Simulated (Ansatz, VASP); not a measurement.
**AlN in VASP and in Ansatz**

```xyz
2
Lattice="0.0000 2.1545 2.1545 2.1545 0.0000 2.1545 2.1545 2.1545 0.0000" Properties=species:S:1:pos:R:3 pbc="T T T"
Al    0.0000    0.0000    0.0000
N     1.0772    1.0772    1.0772
```

Change from the starting cell: volume scaled by 0.96.

Alike in both runs: task single point; functional LDA; k mesh 10 × 10 × 10; occupations fermi-dirac, width 0.05 eV; no spin polarisation.

```csv
,VASP,Ansatz
version,VASP 6.6.1,Ansatz 0.2.0
potentials or method,"VASP PAW LDA potentials, release 64 (Al, N), cutoff 520 eV","all-electron LAPW, scalar-relativistic"
```

|  | VASP | Ansatz | Ansatz less VASP |
| --- | --- | --- | --- |
| gap on the k mesh at the Fermi level (eV) | 3.24 | 3.25 | +0.014 |
| least direct gap on the mesh (eV) | 4.60 | 4.60 | -0.008 |
| pressure (GPa) | 5.8 | 5.1 | -0.70 |

Ansatz ran all-electron here, so the differences hold the error of VASP's frozen core and of both bases.

A k mesh can miss the band edges.
